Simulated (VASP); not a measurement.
# Ag (Im-3m) in VASP: a series of runs, part 2 of 2

VASP 6.6.1. Earlier steps stand in the parts before.

### Step 3. Single point, PBEsol

File INCAR:

```
SYSTEM = Ag
PREC     = Accurate       ! precision mode
ENCUT    = 520            ! plane-wave cutoff, eV
EDIFF    = 1E-6           ! SCF threshold, eV
ISMEAR   = 0              ! smearing method
SIGMA    = 0.15           ! smearing width, eV
LREAL    = .False.        ! projectors in reciprocal space
LASPH    = .True.         ! aspherical terms in the spheres
NELM     = 100            ! most SCF steps
ALGO     = Fast           ! electronic algorithm
ISIF     = 2              ! what is computed and relaxed
LWAVE    = .False.        ! write WAVECAR
LCHARG   = .False.        ! write CHGCAR
GGA      = PS             ! functional
NBANDS   = 12             ! bands
```

File KPOINTS:

```
regular mesh
0
Gamma
  22 22 22
  0 0 0
```

File POSCAR:

```
Ag
1.0
   -1.6556540000      1.6556540000      1.6556540000
    1.6556540000     -1.6556540000      1.6556540000
    1.6556540000      1.6556540000     -1.6556540000
Ag
1
Direct
    0.0000000000      0.0000000000      0.0000000000
```

Potentials or basis: VASP PAW PBE potentials, release 64 (Ag).

Started as:

```
$ cat potpaw_PBE.64/Ag/POTCAR > POTCAR
$ mpirun -np 1 vasp_std > vasp.out
```

OUTCAR:

```text
SYSTEM = Ag
   PREC = Accurate
   ENCUT = 520
   EDIFF = 1E-6
   ISMEAR = 0
   LREAL = .False.
   LASPH = .True.
   NELM = 100
   ISIF = 2
   GGA = PS

 ion  position               nearest neighbor table
   1  0.000  0.000  0.000-

  LATTYP: Found a body centered cubic cell.
 ALAT       =     3.3113080000

  Lattice vectors:

 A1 = (  -1.6556540000,   1.6556540000,   1.6556540000)
 A2 = (   1.6556540000,  -1.6556540000,   1.6556540000)
 A3 = (   1.6556540000,   1.6556540000,  -1.6556540000)

Analysis of symmetry for initial positions (statically):
=====================================================================
 Subroutine PRICEL returns:
 Original cell was already a primitive cell.

 Routine SETGRP: Setting up the symmetry group for a
 body centered cubic supercell.

 Subroutine GETGRP returns: Found 48 space group operations
 (whereof 48 operations were pure point group operations)
 out of a pool of 48 trial point group operations.

The static configuration has the point symmetry O_h .

Analysis of symmetry for dynamics (positions and initial velocities):
=====================================================================
 Subroutine PRICEL returns:
 Original cell was already a primitive cell.

 Routine SETGRP: Setting up the symmetry group for a
 body centered cubic supercell.

 Subroutine GETGRP returns: Found 48 space group operations
 (whereof 48 operations were pure point group operations)
 out of a pool of 48 trial point group operations.

The dynamic configuration has the point symmetry O_h .

 Subroutine INISYM returns: Found 48 space group operations
 (whereof 48 operations are pure point group operations),
 and found     1 'primitive' translations

----------------------------------------------------------------------------------------

                                     Primitive cell

  volume of cell :      18.1538

  direct lattice vectors                    reciprocal lattice vectors
    -1.655654000  1.655654000  1.655654000     0.000000000  0.301995465  0.301995465
     1.655654000 -1.655654000  1.655654000     0.301995465  0.000000000  0.301995465
     1.655654000  1.655654000 -1.655654000     0.301995465  0.301995465  0.000000000

  length of vectors
     2.867676848  2.867676848  2.867676848     0.427086083  0.427086083  0.427086083

  position of ions in fractional coordinates (direct lattice)
     0.000000000  0.000000000  0.000000000

  ion indices of the primitive-cell ions
   primitive index   ion index
                 1           1

----------------------------------------------------------------------------------------

 KPOINTS: regular mesh

Automatic generation of k-mesh.
 Grid dimensions read from file:
 generate k-points for:   22   22   22

 Generating k-lattice:

  Cartesian coordinates                     Fractional coordinates (reciprocal lattice)
     0.000000000  0.013727067  0.013727067     0.045454545  0.000000000  0.000000000
     0.013727067  0.000000000  0.013727067     0.000000000  0.045454545  0.000000000
     0.013727067  0.013727067  0.000000000     0.000000000  0.000000000  0.045454545

  Length of vectors
     0.019413004  0.019413004  0.019413004

  Shift w.r.t. Gamma in fractional coordinates (k-lattice)
     0.000000000  0.000000000  0.000000000

 Subroutine IBZKPT returns following result:
 ===========================================

 Found    328 irreducible k-points:

 Following reciprocal coordinates:
            Coordinates               Weight
  0.000000  0.000000  0.000000      1.000000
  0.045455  0.000000  0.000000     12.000000
  0.090909  0.000000  0.000000     12.000000
  0.136364  0.000000  0.000000     12.000000
  0.181818  0.000000  0.000000     12.000000
  0.227273  0.000000  0.000000     12.000000
[... 16 lines left out ...]
  0.090909  0.090909  0.000000     24.000000
  0.136364  0.090909  0.000000     48.000000
 [... further k-points ...]
   k-points           NKPTS =    328   k-points in BZ     NKDIM =    328   number of bands    NBANDS=     12
   number of dos      NEDOS =    301   number of ions     NIONS =      1
   total plane-waves  NPLWV =  13824
   dimension x,y,z NGX =    24 NGY =   24 NGZ =   24
   dimension x,y,z NGXF=    48 NGYF=   48 NGZF=   48
   ions per type =               1
   NGX,Y,Z   is equivalent  to a cutoff of  13.91, 13.91, 13.91 a.u.
   NGXF,Y,Z  is equivalent  to a cutoff of  27.83, 27.83, 27.83 a.u.
 SYSTEM =  Ag
   PREC   = accura    normal or accurate (medium, high low for compatibility)
   ISTART =      0    job   : 0-new  1-cont  2-samecut
   ICHARG =      2    charge: 1-file 2-atom 10-const
   ISPIN  =      1    spin polarized calculation?
   LNONCOLLINEAR =      F non collinear calculations
   LSORBIT =      F    spin-orbit coupling
   LASPH  =      T    aspherical Exc in radial PAW
   ENCUT  =  520.0 eV  38.22 Ry    6.18 a.u.   5.33  5.33  5.33*2*pi/ulx,y,z
   NELM   =    100;   NELMIN=  2; NELMDL= -5     # of ELM steps
   EDIFF  = 0.1E-05   stopping-criterion for ELM
   LREAL  =      F    real-space projection
   EDIFFG = 0.1E-04   stopping-criterion for IOM
   NSW    =      0    number of steps for IOM
   IBRION =     -1    ionic relax: 0-MD 1-quasi-New 2-CG
   NFREE  =      0    steps in history (QN), initial steepest desc. (CG)
   ISIF   =      2    stress and relaxation
   ISYM   =      2    0-nonsym 1-usesym 2-fastsym
   POTIM  = 0.5000    time-step for ionic-motion
   TEBEG  =    0.0;   TEEND  =   0.0 temperature during run
   PSTRESS=    0.0 pullay stress
   NELECT =      11.0000    total number of electrons
   NUPDOWN=      -1.0000    fix difference up-down
   EMIN   =  10.00;   EMAX   =-10.00  energy-range for DOS
   EFERMI =   0.00;   METHOD = LEGACY
   ISMEAR =     0;   SIGMA  =   0.15  broadening in eV -4-tet -1-fermi 0-gaus
   EFERMI_NEDOS =   21; number of points for ismear=-14 and -15
   IALGO  =     68    algorithm
   IMIX   =      4    mixing-type and parameters
     AMIX     =   0.40;   BMIX     =  1.00
     AMIX_MAG =   1.60;   BMIX_MAG =  1.00
  volume/ion in A,a.u.               =      18.15       122.51
  Fermi-wavevector in a.u.,A,eV,Ry     =   1.385318  2.617871 26.111022  1.919106
  Thomas-Fermi vector in A             =   2.509739
   LORBIT       =      0    0 simple, 1 ext, 2 COOP (PROOUT), +10 PAW based schemes
   GGA     = PS    functional components
   LHFCALC =     F    Hartree Fock is set to
   AEXX    =    0.0000 exact exchange contribution
   IVDW    =     0    specifies the selected vdW correction
   LEPSILON=     F    determine dielectric tensor
   LRPA    =     F    only Hartree local field effects (RPA)
 non-spin polarized calculation
 RMM-DIIS sequential band-by-band and
 Gauss-broadening in eV      SIGMA  =   0.15
  energy-cutoff  :      520.00
  volume of cell :       18.15
 maximum number of plane-waves:       498
 NGX is ok and might be reduce to    24
   NGX = 11   NGY = 11   NGZ = 11

 number of electron      11.0000001 magnetization

 Free energy of the ion-electron system (eV)
  ---------------------------------------------------
  ext. energy  EPLUGINS =         0.00000000
  ---------------------------------------------------
  free energy    TOTEN  =        -3.23721742 eV

  energy without entropy =       -3.23244480  energy(sigma->0) =       -3.23483111

 E-fermi :   7.3923     XC(G=0): -12.0409

 val. band max:        7.3817814085   @ k =   0.2273   0.2273   0.0455
 cond. band min:       7.4015276027   @ k =  -0.4091   0.4545   0.0909
 fundamental gap:      0.0197461941
 Fermi energy:         7.3922632843

 k-point     1 :       0.0000    0.0000    0.0000
  band No.  band energies     occupation
      1       0.0210      2.00000
      2       2.7337      2.00000
      3       2.7337      2.00000
      4       2.7337      2.00000
      5       3.9507      2.00000
      6       3.9507      2.00000
      7      25.1037      0.00000
      8      25.1037      0.00000
      9      25.1037      0.00000
     10      30.4563      0.00000
     11      30.4565      0.00000
     12      30.4592      0.00000
[... 331 lines left out ...]
 k-point    24 :       0.1364    0.0909    0.0000
  band No.  band energies     occupation
      1       1.1197      2.00000
      2       2.5463      2.00000
      3       2.6761      2.00000
      4       3.4626      2.00000
      5       3.7390      2.00000
      6       4.0088      2.00000
      7      21.6709      0.00000
      8      22.6509      0.00000
      9      25.0857      0.00000
     10      25.8434      0.00000
     11      28.3380      0.00000
     12      29.2970      0.00000

 [... further k-points ...]
[... 5 lines left out ...]
  --------------------------------------------------------------------------------------
  -------------------------------------------------------------------------------------
  Total       -0.8240698     -0.8240698     -0.8240698     -0.0000000     -0.0000000      0.0000000
  in kB      -72.7287068    -72.7287068    -72.7287068     -0.0000000     -0.0000000      0.0000000
  external PRESSURE =     -72.7287068 kB  Pullay stress =       0.0000000 kB

 VOLUME and BASIS-vectors are now :
 -----------------------------------------------------------------------------
  energy-cutoff  :      520.00
  volume of cell :       18.15
      direct lattice vectors                 reciprocal lattice vectors
    -1.655654000  1.655654000  1.655654000     0.000000000  0.301995465  0.301995465
     1.655654000 -1.655654000  1.655654000     0.301995465  0.000000000  0.301995465
     1.655654000  1.655654000 -1.655654000     0.301995465  0.301995465  0.000000000

 POSITION                                       TOTAL-FORCE (eV/Angst)
 -----------------------------------------------------------------------------------
      0.00000      0.00000      0.00000        -0.000000     -0.000000      0.000000
 -----------------------------------------------------------------------------------
    total drift:                                0.000000      0.000000      0.000000

  FREE ENERGIE OF THE ION-ELECTRON SYSTEM (eV)
  ---------------------------------------------------
  free  energy   TOTEN  =        -3.2372174219 eV

  energy  without entropy=       -3.2324448038  energy(sigma->0) =       -3.23483111
```

Run time: 17 s. Hardware: 1 thread of Intel Xeon 6975P-C (Granite Rapids), shared host; peak memory 0.19 GiB.

Results:

```
Free energy            : -3.2372 eV
Pressure               : -7.3 GPa
Band gap on the k mesh : none (metal or under the smearing width)
```

Levels at points of the mesh, in eV from the Fermi level:
```
           k point  band 1  band 2  band 3  band 4  band 5  band 6  band 7  band 8  band 9  band 10
(0.00, 0.00, 0.00)   -7.37   -4.66   -4.66   -4.66   -3.44   -3.44   17.71   17.71   17.71    23.06
(0.50, 0.00, 0.00)   -6.01   -5.37   -3.50   -3.33   -2.53    0.03    3.79   13.07   13.88    19.21
(0.50, 0.50, 0.50)   -5.95   -5.95   -2.75   -2.75   -2.75    6.67    6.67    6.67   11.93    12.98
```

Caveat: the PAW data sets were made with another functional, which shifts forces and pressure a little.
